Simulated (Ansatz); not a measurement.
Crystal: Ag.

```
Ag
1.0
     0.00000    2.04275    2.04275
     2.04275    0.00000    2.04275
     2.04275    2.04275    0.00000
Ag
1
Direct
  0.00000 0.00000 0.00000
```

Program: Ansatz 0.2.0. Alike in all runs: potentials or basis Ansatz PAW; cell as given.

Question: Order these runs on this cell by their pressure, lowest first.
A. level LDA; spin SOC, no magnetisation; k mesh 11 × 11 × 11; cutoff (eV) 420; smearing fermi-dirac 0.05 eV; points for each segment of the path 14; mesh quality not flagged
B. level BLYP; spin off; k mesh 11 × 11 × 11; cutoff (eV) 420; smearing fermi-dirac 0.05 eV; points for each segment of the path 14; mesh quality not flagged
C. level r2SCAN; spin off; k mesh 6 × 6 × 6; cutoff (eV) 500; smearing fermi-dirac 0.05 eV; mesh quality coarse
D. level PBE; spin off; k mesh 11 × 11 × 11; cutoff (eV) 420; smearing gaussian 0.014 eV; mesh quality not flagged
E. level PBEsol; spin off; k mesh 11 × 11 × 11; cutoff (eV) 420; smearing fermi-dirac 0.05 eV; points for each segment of the path 14; mesh quality not flagged

Answer: A (-7.7 GPa), E (-2.9 GPa), C (2.3 GPa), D (4.3 GPa), B (11.9 GPa).

Caveats: some runs use coarse meshes; the PAW data sets come from PBE, with cores solved anew for the run's functional, which leaves a small shift of forces and pressure (some runs); the potentials were made for another functional, which shifts forces and pressure (some runs).

Not every run made on this cell is shown here.
